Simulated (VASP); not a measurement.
A convergence study with VASP on RuO2 (rutile): one setting is varied, all else stays as given below, so the limit is that of these other settings. Each run relaxes cell and ions from the cell shown. The basis is that of the starting cell, so low cut-offs carry a Pulay error.

```yaml
crystal:
  lattice:
    - [4.49000, 0.00000, 0.00000]
    - [0.00000, 4.49000, 0.00000]
    - [0.00000, 0.00000, 3.11000]
  atoms:
    - { symbol: Ru, position: [0.00000, 0.00000, 0.00000] }
    - { symbol: Ru, position: [0.50000, 0.50000, 0.50000] }
    - { symbol: O, position: [0.30600, 0.30600, 0.00000] }
    - { symbol: O, position: [0.80600, 0.19400, 0.50000] }
    - { symbol: O, position: [0.19400, 0.80600, 0.50000] }
    - { symbol: O, position: [0.69400, 0.69400, 0.00000] }
```

The numbers are results of PBE GGA, VASP's PBE PAW potentials (set 64) (plane waves; VASP), not measurements. The tightest run used: 800 eV cut-off, 6×6×8 Γ-centred mesh, first-order Methfessel-Paxton smearing of 0.10 eV, potentials Ru_pv O.

Question: The settings run are ENCUT = 250; ENCUT = 300; ENCUT = 350; ENCUT = 400; ENCUT = 450; ENCUT = 500; ENCUT = 550; ENCUT = 600; ENCUT = 650; ENCUT = 700; ENCUT = 750; ENCUT = 800. From which on does the relaxed volume stay within 0.05 Å³/atom of the tightest run?

Answer: From ENCUT = 500 on: it is off by 0.004 there and by no more than 0.05 in any finer run, while ENCUT = 450 is off by 0.069.
```
setting      relaxed volume (Å³/atom)  E (eV/atom)  plane waves  difference judged (Å³/atom)
-----------  ------------------------  -----------  -----------  ---------------------------
ENCUT = 250                     8.787      -8.2256          576                        1.856
ENCUT = 300                     9.502      -7.6655          760                        1.141
ENCUT = 350                    10.036      -7.4785          948                        0.607
ENCUT = 400                    10.391      -7.4401         1166                        0.252
ENCUT = 450                    10.574      -7.4313         1379                        0.069
ENCUT = 500                    10.639      -7.4303         1624                        0.004
ENCUT = 550                    10.645      -7.4307         1860                        0.002
ENCUT = 600                    10.636      -7.4317         2120                        0.007
ENCUT = 650                    10.632      -7.4327         2401                        0.011
ENCUT = 700                    10.633      -7.4337         2681                        0.010
ENCUT = 750                    10.638      -7.4342         2944                        0.005
ENCUT = 800                    10.643      -7.4347         3256                        0.000
```

Left out are rungs that failed or repeat a setting and relaxations that didn't move; long series are thinned to 24 rows.

The compound is RuO2 in the rutile structure.
